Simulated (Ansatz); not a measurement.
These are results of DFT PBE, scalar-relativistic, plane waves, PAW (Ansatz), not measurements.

Cutoff 420 eV; k points 14×14×14 on the computed 4-atom cell (Γ-centred); Gaussian smearing, width 0.10 eV; no spin polarisation.

```
CELL_PARAMETERS angstrom
-1.99769 1.99769 3.87953
1.99769 -1.99769 3.87953
1.99769 1.99769 -3.87953
ATOMIC_POSITIONS crystal
Al 0.74452 0.24452 0.50000
Al 0.24452 0.74452 0.50000
Al 0.53045 0.53045 0.00000
Au 0.98051 0.98051 0.00000
```

Problem. Is this geometry at equilibrium? Which atom feels the largest force?

Solution. It isn't. Atom 3 (Al) feels (0.00, 0.00, -1.93) eV/Å, 1.935 eV/Å in size.

Problem. Give all forces and the stress.

Solution.
```json
{"atom": "Al1", "Fx": "0.000", "Fy": "0.000", "Fz": "0.692"}
{"atom": "Al2", "Fx": "0.000", "Fy": "0.000", "Fz": "0.692"}
{"atom": "Al3", "Fx": "0.000", "Fy": "0.000", "Fz": "-1.935"}
{"atom": "Au4", "Fx": "0.000", "Fy": "0.000", "Fz": "0.550"}
```
Stress (GPa, compression positive):
```
 9.61  0.00  0.00
 0.00  9.61  0.00
 0.00  0.00 13.85
```

Spin–orbit coupling is left out, which can shift energies with elements as heavy as these.